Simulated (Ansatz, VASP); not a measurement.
## Two plane-wave programs on ZnS

```
Zn S
1.0
     3.86321    0.00000    0.00000
    -1.93161    3.34564    0.00000
     0.00000    0.00000    6.06663
Zn S
2 2
Cartesian
  0.0000 2.2304 0.0000
  1.9316 1.1152 3.0333
  0.0000 2.2304 2.3357
  1.9316 1.1152 5.3690
```

Alike in both runs: task single point; functional PBEsol; k mesh 9 × 9 × 6; occupations gaussian, width 0.05 eV; no spin polarisation.

```csv
,VASP,Ansatz
version,VASP 6.6.1,Ansatz 0.2.0
potentials or method,"VASP PAW PBE potentials, release 64 (Zn, S)","scalar-relativistic, plane waves, PAW"
plane-wave cutoff (eV),520,420
valence electrons in the cell,36,36
```

```tsv
	VASP	Ansatz	Ansatz less VASP
gap on the k mesh at the Fermi level (eV)	2.05	2.04	-0.004
least direct gap on the mesh (eV)	2.05	2.04	-0.004
pressure (GPa)	-1.2	-1.4	-0.18
largest component of the traceless stress (GPa)	2.35	2.35	-0.005
rms of the force components (eV/Å)	0.048	0.048	+0.0005
```

Atom by atom the forces differ by 0.001 eV/Å (rms over components). With one functional, cell and mesh, what is left measures potentials, basis and numerics.

Caveats: the PAW data sets were made with another functional, which shifts forces and pressure a little (VASP).
